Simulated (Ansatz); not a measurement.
# Ti₂O: enthalpy against pressure

Ti₂O, P-3m1, a = 2.951 Å, c = 4.814 Å. The structure is a COD entry; whether it is the stable form wasn't checked. Ansatz: r2SCAN, PAW, 500 eV, Γ-centred 18×18×10 mesh on 3 atoms, Gaussian smearing 0.10 eV; no spin polarisation. Cell and atoms are relaxed at each pressure, and no other structure is tried, so the rows at high pressure may lie past a change of phase. y is the enthalpy over the state at zero pressure; there V0 = 12.105 Å³/atom. The pressures are the targets, met within 0.04 GPa.

```
P (GPa) y (eV/atom)
   -3.0      -0.2284
    0.0       0.0000
    3.0       0.2250
    8.0            ?
   15.0       1.0949
   30.0       2.1272
   60.0       4.0555
```

Task: Fit y = c1 P + c2 P² + c3 P³ to the other rows, say what c1 and c2 mean, and predict the missing value.

Result: Least squares on the rows shown. y = 0.075446 P − 0.00017207 P² + 6.8607×10⁻⁷ P³. Since dH/dP = V, c1 is V0: 0.075446 eV/GPa × 160.2 = 12.086 Å³ against 12.105; c2 = −V0/(2B0) gives B0 = 219 GPa, where a Birch–Murnaghan fit to the volumes of the same runs (not shown) gives 197 GPa: a cubic over this range folds the higher terms into c2. At P = 8.0 the fit asked for gives 0.5929 eV/atom. The run gave 0.5929 eV/atom, the same to the digits shown.

Spin polarisation was left out, and a magnetic state may lie lower.